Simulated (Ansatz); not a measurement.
## Electron scattering at the Σ3 (111) boundary in fcc Ag with Zr (substitutional)

How much does the Σ3 (111) boundary in fcc Ag with Zr (substitutional) reflect electrons?

Calculated with Ansatz 0.2.0; Ansatz plane-wave DFT, PBE, PAW files; relaxation of a bicrystal slab with its lowest layers held; PAW set soft_1, in the first sound run; inputs show where later runs differ.

## Step 1: The starting structure

The cell holds 16 atoms: 15 Ag and 1 Zr. Cell: a = 5.779 Å, b = 2.889 Å, c = 27.514 Å, α = 90.0°, β = 90.0°, γ = 120.0°. It derives from Ag. built on the (1 1 1) plane; 2 overlapping atoms removed and the grains opened by 0 Å. Vacuum lies along c.

## Step 2: Relaxing the bicrystal

The boundary is built by mirroring the lower grain in the boundary plane and removing any atoms that overlap; then the Zr is put in at the boundary. A thin bicrystal slab is relaxed first, with the lowest layers held and the upper grain free to shift and open.

input.yaml reads:

```yaml
crystal:
  lattice:
    - [5.7787594586, 0.0, 0.0]
    - [-1.4446898646, 2.5022762467, 0.0]
    - [0.0, 0.0, 27.51418069]
  atoms:
    - { symbol: Ag, position: [0.5, 1.0, 0.1817244735] }
    - { symbol: Ag, position: [0.0, 1.0, 0.1817244735] }
    - { symbol: Ag, position: [0.6666666667, 0.6666666666, 0.2674682104] }
    - { symbol: Ag, position: [0.1666666667, 0.6666666666, 0.2674682104] }
    - { symbol: Ag, position: [0.8333333333, 0.3333333333, 0.3532119473] }
    - { symbol: Ag, position: [0.3333333333, 0.3333333333, 0.3532119473] }
    - { symbol: Zr, position: [0.0, 0.0, 0.4389556842] }
    - { symbol: Ag, position: [0.5, 0.0, 0.4389556842] }
    - { symbol: Ag, position: [0.8333333333, 0.3333333333, 0.5246994211] }
    - { symbol: Ag, position: [0.3333333333, 0.3333333333, 0.5246994211] }
    - { symbol: Ag, position: [0.6666666667, 0.6666666666, 0.610443158] }
    - { symbol: Ag, position: [0.1666666667, 0.6666666666, 0.610443158] }
    - { symbol: Ag, position: [0.5, 1.0, 0.6961868949] }
    - { symbol: Ag, position: [0.0, 1.0, 0.6961868949] }
    - { symbol: Ag, position: [0.3333333333, 0.3333333333, 0.7819306318] }
    - { symbol: Ag, position: [0.8333333333, 0.3333333333, 0.7819306318] }
kpoints:
  mp_grid: { grid: [9, 9, 1] }
hamiltonian:
  xc: pbe
  pseudopotentials: { kind: paw, azcp: { folder: soft_1 } }
scf:
  occupations: { method: fermi_dirac, width: 0.1 }
relax:
  f_tol: 0.03
  max_steps: 80
  constraints: [{ sites: [0, 1, 2, 3] }]
```

The run is started by

```console
$ ansatz run input.yaml --threads 4 --pin off --max-ram 15360MiB --backend cpu --events-out ev --progress --plain --runs-dir out
```

Numbers of over 12 decimals in the logs are rounded to 6 here.

Output:

```text
Engine: ansatz 0.2.0, aarch64-unknown-linux-gnu
Pseudopotentials: kind: paw
Pseudopotential: Ag, paw, valence charge 19, recommended cutoff 420 eV (normal), soft_1/Ag.paw.azcp
Pseudopotential: Zr, paw, valence charge 12, recommended cutoff 420 eV (normal), soft_1/Zr.paw.azcp
Functional definition: PBE
  parameter kappa = 0.804
  parameter beta = 0.066725
  exchange = pbe_x(kappa = kappa, mu = beta*pi^2/3)
  correlation = pbe_c(beta = beta)
Crystal: 16 atoms, lattice volume = 397.856 Å³
Basis set: ecut = 420 eV, 7795 PW (Γ), exchange–correlation on 80×40×384 points (8 copies of the dense FFT grid, shifted against one another)
Bands: 179, of which v1, the nominal top of the filled ones, is band 149 counted from 1 (148 counted from 0)
Symmetry: 2 space group operations
Space group: Pm (ITA 6), of the structure as read, at distance tolerance 7.4e-5 Å
k-points: 25 of 81 (time reversal used)
Non-local potential: Ag, projectors of the file, l = 0: 3, l = 1: 2, l = 2: 2, l = 3: 1
Non-local potential: Zr, projectors of the file, l = 0: 3, l = 1: 2, l = 2: 2, l = 3: 1
PAW form: soft (Blöchl's): semilocal exchange-correlation on the pseudo side does not see the compensation charge
PAW one-centre angular grid: Ag, 590 points (default); XC on 64 Gauss nodes
PAW one-centre angular grid: Zr, 590 points (default); XC on 64 Gauss nodes
Initial density: superposition of atomic densities (neutral atoms: chi_scale 0, normalization atom)
Initial wavefunctions: pseudopotential atomic-orbital guess
Functional: x = pbe(κ = 0.804, μ = 0.219515), c = pbe(β = 0.066725)
SCF iter   1: F=—  HF=-118048.410410 eV  |F-HF|=—  |Δ(HF+E_count)|=         —  Δρ=7.24e-2  dr2=9.21e1  ethr=3.10e-3  ⟨swp⟩=6.1  Hψ=16136  notcnv=0  defer=200
preconditioner: auto → LDOS  [metal: Δε(μ)=0.002 eV  Ē_g=9.617 eV  σ=0.100 eV  W_gap=0.01  n_scr=116 (ndim 8)  ℏωp=24.6 eV  f_vac=0.296  D(μ)=6.03/eV (n_scr^D=32)  β→1.0]
SCF iter   2: F=—  HF=-118047.927317 eV  |F-HF|=—  |Δ(HF+E_count)|=   4.83e-1  Δρ=8.05e-2  dr2=2.61e1  ethr=3.10e-3  ⟨swp⟩=3.0  Hψ=10055  notcnv=0  defer=392
SCF iter   3: F=—  HF=-118041.343872 eV  |F-HF|=—  |Δ(HF+E_count)|=    6.58e0  Δρ=7.06e-3  dr2=4.37e-1  ethr=3.10e-3  ⟨swp⟩=2.0  Hψ=9226  notcnv=0  defer=385
SCF iter   4: F=—  HF=-118041.319289 eV  |F-HF|=—  |Δ(HF+E_count)|=   2.46e-2  Δρ=4.00e-3  dr2=1.21e-1  ethr=1.47e-4  ⟨swp⟩=2.1  Hψ=7571  notcnv=0  defer=384
SCF iter   5: F=—  HF=-118041.306670 eV  |F-HF|=—  |Δ(HF+E_count)|=   1.26e-2  Δρ=1.66e-3  dr2=1.38e-2  ethr=4.08e-5  ⟨swp⟩=2.1  Hψ=6527  notcnv=0  defer=384
SCF iter   6: F=—  HF=-118041.305409 eV  |F-HF|=—  |Δ(HF+E_count)|=   1.26e-3  Δρ=4.72e-4  dr2=7.62e-4  ethr=4.64e-6  ⟨swp⟩=2.0  Hψ=7632  notcnv=0  defer=384
SCF iter   7: F=—  HF=-118041.305422 eV  |F-HF|=—  |Δ(HF+E_count)|=   1.26e-5  Δρ=1.88e-4  dr2=1.27e-4  ethr=2.56e-7  ⟨swp⟩=2.6  Hψ=7921  notcnv=0  defer=384
SCF iter   8: F=-118041.305434 eV  HF=-118041.305436 eV  |F-HF|=1.66e-6  |Δ(HF+E_count)|=   1.42e-5  Δρ=5.90e-5  dr2=1.13e-5  ethr=7.58e-9  ⟨swp⟩=3.0  Hψ=17216  notcnv=0
SCF 1 converged in 8 iterations: F = -118041.305434 eV  dr2 = 1.13e-5
  greatest PAW one-centre occupation: 1.002 electrons in one spin orbital (limit 2), on the Ag atom at site 7 (counted from 0), in its partial waves of l = 0
relax step   1: F+E_penalty+E_count = -118041.30543407 eV  Δ(F+E_penalty+E_count) = +0.000e0 eV  max|allowed force component| = 4.744e-1 eV/Å  Δτ_max = 0.0000 Å  (8 SCF iters, dr2 threshold 2.25e-5 eV, accepted)
Initial density: handed on by an earlier stage of this run
Initial wavefunctions: those handed on with the density
iter 1 solved again at ethr=1.11e-4 eV; its pass at ethr=3.10e-3 eV (dr2=3.31e-1 eV) is discarded
SCF iter   1: F=—  HF=-118041.495469 eV  |F-HF|=—  |Δ(HF+E_count)|=         —  Δρ=7.43e-3  dr2=3.23e-1  ethr=1.11e-4  ⟨swp⟩=1.9  Hψ=16165  notcnv=0  defer=376
preconditioner: auto → LDOS  [metal: Δε(μ)=0.034 eV  Ē_g=10.171 eV  σ=0.100 eV  W_gap=0.08  n_scr=116 (ndim 8)  ℏωp=24.6 eV  f_vac=0.289  D(μ)=5.42/eV (n_scr^D=30)  β→1.0]
SCF iter   2: F=—  HF=-118041.464821 eV  |F-HF|=—  |Δ(HF+E_count)|=   3.06e-2  Δρ=5.69e-3  dr2=3.06e-1  ethr=1.09e-4  ⟨swp⟩=2.0  Hψ=7666  notcnv=0  defer=376
SCF iter   3: F=—  HF=-118041.416372 eV  |F-HF|=—  |Δ(HF+E_count)|=   4.84e-2  Δρ=1.01e-3  dr2=1.65e-2  ethr=1.03e-4  ⟨swp⟩=2.0  Hψ=6513  notcnv=0  defer=376
SCF iter   4: F=—  HF=-118041.416835 eV  |F-HF|=—  |Δ(HF+E_count)|=   4.63e-4  Δρ=1.29e-3  dr2=6.72e-3  ethr=5.54e-6  ⟨swp⟩=2.8  Hψ=7598  notcnv=0  defer=376
SCF iter   5: F=—  HF=-118041.415255 eV  |F-HF|=—  |Δ(HF+E_count)|=   1.58e-3  Δρ=1.24e-4  dr2=9.15e-5  ethr=2.26e-6  ⟨swp⟩=2.0  Hψ=7242  notcnv=0  defer=382
SCF iter   6: F=-118041.415237 eV  HF=-118041.415241 eV  |F-HF|=4.16e-6  |Δ(HF+E_count)|=   1.46e-5  Δρ=4.48e-5  dr2=8.16e-6  ethr=4.74e-9  ⟨swp⟩=5.0  Hψ=16310  notcnv=0
SCF 2 converged in 6 iterations: F = -118041.415237 eV  dr2 = 8.16e-6
relax step   2: F+E_penalty+E_count = -118041.41523657 eV  Δ(F+E_penalty+E_count) = -1.098e-1 eV  max|allowed force component| = 4.481e-1 eV/Å  Δτ_max = 0.1942 Å  (6 SCF iters, dr2 threshold 1.41e-5 eV, accepted)
SCF iter   1: F=—  HF=-118041.603728 eV  |F-HF|=—  |Δ(HF+E_count)|=         —  Δρ=7.54e-3  dr2=2.63e-1  ethr=1.23e-3  ⟨swp⟩=6.0  Hψ=11056  notcnv=0  defer=386
preconditioner: auto → LDOS  [metal: Δε(μ)=0.010 eV  Ē_g=10.097 eV  σ=0.100 eV  W_gap=0.02  n_scr=116 (ndim 8)  ℏωp=24.6 eV  f_vac=0.282  D(μ)=5.62/eV (n_scr^D=30)  β→1.0]
SCF iter   2: F=—  HF=-118041.584137 eV  |F-HF|=—  |Δ(HF+E_count)|=   1.96e-2  Δρ=6.38e-3  dr2=2.75e-1  ethr=8.85e-5  ⟨swp⟩=2.8  Hψ=8998  notcnv=0  defer=379
SCF iter   3: F=—  HF=-118041.521043 eV  |F-HF|=—  |Δ(HF+E_count)|=   6.31e-2  Δρ=1.48e-3  dr2=9.91e-3  ethr=8.85e-5  ⟨swp⟩=2.0  Hψ=6742  notcnv=0  defer=379
SCF iter   4: F=—  HF=-118041.519974 eV  |F-HF|=—  |Δ(HF+E_count)|=   1.07e-3  Δρ=1.03e-3  dr2=4.13e-3  ethr=3.34e-6  ⟨swp⟩=3.0  Hψ=9313  notcnv=0  defer=379
SCF iter   5: F=—  HF=-118041.519001 eV  |F-HF|=—  |Δ(HF+E_count)|=   9.73e-4  Δρ=3.87e-4  dr2=6.69e-4  ethr=1.39e-6  ⟨swp⟩=2.2  Hψ=6403  notcnv=0  defer=379
SCF iter   6: F=—  HF=-118041.518830 eV  |F-HF|=—  |Δ(HF+E_count)|=   1.71e-4  Δρ=1.08e-4  dr2=4.33e-5  ethr=2.25e-7  ⟨swp⟩=2.1  Hψ=6429  notcnv=0  defer=379
SCF iter   7: F=-118041.518816 eV  HF=-118041.518817 eV  |F-HF|=8.15e-7  |Δ(HF+E_count)|=   1.29e-5  Δρ=1.86e-5  dr2=1.49e-6  ethr=4.22e-9  ⟨swp⟩=5.0  Hψ=15533  notcnv=0
SCF 3 converged in 7 iterations: F = -118041.518816 eV  dr2 = 1.49e-6
relax step   3: F+E_penalty+E_count = -118041.51881638 eV  Δ(F+E_penalty+E_count) = -1.036e-1 eV  max|allowed force component| = 1.847e-1 eV/Å  Δτ_max = 0.1932 Å  (7 SCF iters, dr2 threshold 1.25e-5 eV, accepted)
[...]
relax step   4: F+E_penalty+E_count = -118041.55213637 eV  Δ(F+E_penalty+E_count) = -3.332e-2 eV  max|allowed force component| = 2.401e-2 eV/Å  Δτ_max = 0.1800 Å  (7 SCF iters, dr2 threshold 5.80e-6 eV, accepted)
[...]
relax step   5: F+E_penalty+E_count = -118041.55213686 eV  Δ(F+E_penalty+E_count) = -4.866e-7 eV  max|allowed force component| = 2.403e-2 eV/Å  Δτ_max = 0.0000 Å  (3 SCF iters, accepted)
SCF iter   1: F=—  HF=-118041.564710 eV  |F-HF|=—  |Δ(HF+E_count)|=         —  Δρ=2.56e-3  dr2=3.16e-2  ethr=9.58e-5  ⟨swp⟩=4.4  Hψ=9601  notcnv=0  defer=390
preconditioner: auto → LDOS  [metal: Δε(μ)=0.021 eV  Ē_g=10.038 eV  σ=0.100 eV  W_gap=0.05  n_scr=116 (ndim 8)  ℏωp=24.6 eV  f_vac=0.273  D(μ)=5.69/eV (n_scr^D=32)  β→1.0]
SCF iter   2: F=—  HF=-118041.561710 eV  |F-HF|=—  |Δ(HF+E_count)|=   3.00e-3  Δρ=2.10e-3  dr2=3.77e-2  ethr=1.06e-5  ⟨swp⟩=2.7  Hψ=8687  notcnv=0  defer=387
SCF iter   3: F=—  HF=-118041.554536 eV  |F-HF|=—  |Δ(HF+E_count)|=   7.17e-3  Δρ=3.11e-4  dr2=2.25e-3  ethr=1.06e-5  ⟨swp⟩=2.0  Hψ=6261  notcnv=0  defer=387
SCF iter   4: F=—  HF=-118041.554537 eV  |F-HF|=—  |Δ(HF+E_count)|=   1.20e-7  Δρ=3.11e-4  dr2=4.93e-4  ethr=7.57e-7  ⟨swp⟩=2.0  Hψ=6521  notcnv=0  defer=387
SCF iter   5: F=—  HF=-118041.554415 eV  |F-HF|=—  |Δ(HF+E_count)|=   1.22e-4  Δρ=5.90e-5  dr2=1.33e-5  ethr=1.66e-7  ⟨swp⟩=2.0  Hψ=6627  notcnv=0  defer=387
SCF iter   6: F=—  HF=-118041.554558 eV  |F-HF|=—  |Δ(HF+E_count)|=   1.43e-4  Δρ=1.05e-5  dr2=3.94e-7  ethr=4.46e-9  ⟨swp⟩=3.0  Hψ=7793  notcnv=0  defer=387
SCF iter   7: F=—  HF=-118041.554558 eV  |F-HF|=—  |Δ(HF+E_count)|=   2.26e-7  Δρ=5.33e-6  dr2=1.09e-7  ethr=3.37e-11  ⟨swp⟩=4.7  Hψ=14570  notcnv=0
SCF iter   8: F=-118041.554558 eV  HF=-118041.554558 eV  |F-HF|=1.04e-8  |Δ(HF+E_count)|=   8.21e-8  Δρ=1.73e-6  dr2=1.45e-8  ethr=3.37e-11  ⟨swp⟩=4.1  Hψ=14125  notcnv=0
SCF 6 converged in 8 iterations: F = -118041.554558 eV  dr2 = 1.45e-8
relax step   6: F+E_penalty+E_count = -118041.55455824 eV  Δ(F+E_penalty+E_count) = -2.421e-3 eV  max|allowed force component| = 1.928e-2 eV/Å  Δτ_max = 0.0593 Å  (8 SCF iters, accepted)
SCF converged after 8 iterations
Free energy (F): -118041.554558 eV
Harris-Foulkes:  -118041.554558 eV  (|F-HF|=1.04e-8)
Internal energy: -118041.368755 eV  (E = F + TS)
E sigma→0 (E₀):  -118041.461657 eV
Entropy (-TS):   -0.185803 eV (-11.613 meV/atom)
Fermi energy:    10.642495 eV
--- Per-component energies (eV) ---
  E_band       = -5567.598386
  E_kinetic    = 7331.162307
  E_local      = -235587.738396  (includes V_loc(G=0)·N_el)
  E_nonlocal   = 550.114906
  E_hartree    = 116468.474681
  E_xc         = -2539.274441
  E_vxc        = -3200.712879  (∫ρ·V_xc dr)
  E_paw        = -62295.013081  (= ΣΔE_a)
  E_vpaw       = -7597.390735  (= ΣTr[D̂ρ^β])
  E_aug_tail   = 0.005691  (compensation charges beyond the density's cutoff)
  E_ewald      = 58030.899578
  E_smearing   = -0.185803  (= −TS)
  E_closure    = 0.000000  (closes the sum)
  Σ components = -118041.554558   (vs F -118041.554558, Δ=0.00e0)
--- Forces (eV/Å), atoms counted from 1 ---
  atom   1  Ag     0.00651102     0.00375914    -0.19522038
  atom   2  Ag    -0.00673270    -0.00388712    -0.15576277
  atom   3  Ag    -0.03159106    -0.01823911     0.14657456
  atom   4  Ag     0.02340740     0.01351427     0.20542160
  atom   5  Ag    -0.00113484    -0.00065520     0.00490138
  atom   6  Ag     0.00113530     0.00065547    -0.00083212
  atom   7  Zr     0.00084500     0.00048786    -0.01928262
  atom   8  Ag     0.00259179     0.00149637    -0.00027620
  atom   9  Ag    -0.00061824    -0.00035694     0.00160863
  atom  10  Ag    -0.00245252    -0.00141596     0.00514735
  atom  11  Ag     0.00249140     0.00143841     0.00139237
  atom  12  Ag     0.00092303     0.00053291     0.00209732
  atom  13  Ag     0.00110603     0.00063857     0.00070113
  atom  14  Ag     0.00074789     0.00043180     0.00279238
  atom  15  Ag     0.00140492     0.00081113     0.00004056
  atom  16  Ag     0.00138239     0.00079812     0.00071930
  max |Σ_I F_I| component: 2.25e-5 eV/Å
--- Relaxed structure (6 steps of the walk, 6 accepted, 0 SCFs on fresh bases) ---
  F+E_penalty+E_count = -118041.55455824 eV   max|allowed force component| = 1.928e-2 eV/Å
  atoms:
    - { symbol: Ag, position: [0.5, 1.000000, 0.1817244735] }
    - { symbol: Ag, position: [2.7755575615628914e-17, 1.0, 0.1817244735] }
    - { symbol: Ag, position: [0.666667, 0.666667, 0.2674682104] }
    - { symbol: Ag, position: [0.166667, 0.6666666667, 0.2674682104] }
    - { symbol: Ag, position: [0.830559, 0.330559, 0.355618] }
    - { symbol: Ag, position: [0.329677, 0.329677, 0.356434] }
    - { symbol: Zr, position: [-0.010693, -0.010693, 0.448232] }
    - { symbol: Ag, position: [0.492081, -0.00791914, 0.445921] }
    - { symbol: Ag, position: [0.840815, 0.340815, 0.540540] }
    - { symbol: Ag, position: [0.342640, 0.342640, 0.537566] }
    - { symbol: Ag, position: [0.673776, 0.673776, 0.628396] }
    - { symbol: Ag, position: [0.176951, 0.676951, 0.627239] }
    - { symbol: Ag, position: [0.509621, 1.009621, 0.716088] }
    - { symbol: Ag, position: [0.010519, 1.010519, 0.715343] }
    - { symbol: Ag, position: [0.342995, 0.342995, 0.803727] }
    - { symbol: Ag, position: [0.842657, 0.342657, 0.803473] }
```

Wall time 5 min (4 threads of Arm Neoverse V1, shared host); peak memory 2.3 GiB.

Relaxation path:

```tsv
step	energy less that of the first step (eV)	largest force component (eV/Å)
1	0.0000	0.4744
2	-0.1098	0.4481
3	-0.2134	0.1847
4	-0.2467	0.0240
5	-0.2467	0.0240
6	-0.2491	0.0193
```

Forces are held to the 2 operations that the run works with; a distortion that breaks them can't arise in this run.

The atoms that moved most (Å):

```tsv
atom	dx	dy	dz	length
Ag15	0.042	0.024	0.600	0.602
Ag16	0.040	0.023	0.593	0.595
Ag13	0.042	0.024	0.548	0.550
Ag14	0.046	0.026	0.527	0.530
Ag11	0.031	0.018	0.494	0.495
Ag12	0.045	0.026	0.462	0.465
Ag9	0.032	0.019	0.436	0.437
Ag10	0.040	0.023	0.354	0.357
```

Numbers from this step:

- free energy: -118041.5546 eV
- energy at zero smearing: -118041.4617 eV
- Fermi energy: 10.64 eV

The largest force component on a free atom ends at 0.019 eV/Å, under the tolerance of 0.03, after 6 steps.

[end of part 1 of 2]

[Logs are printed without paths, hosts, clocks, repeated set-up lines and the standing remarks that a program may print on its own settings, such as how far it seeks lower states.]

[Hosts, paths, dates, database ids (printed as entryN), source tags and the programs' standing remarks are cut or masked in the printed files.]
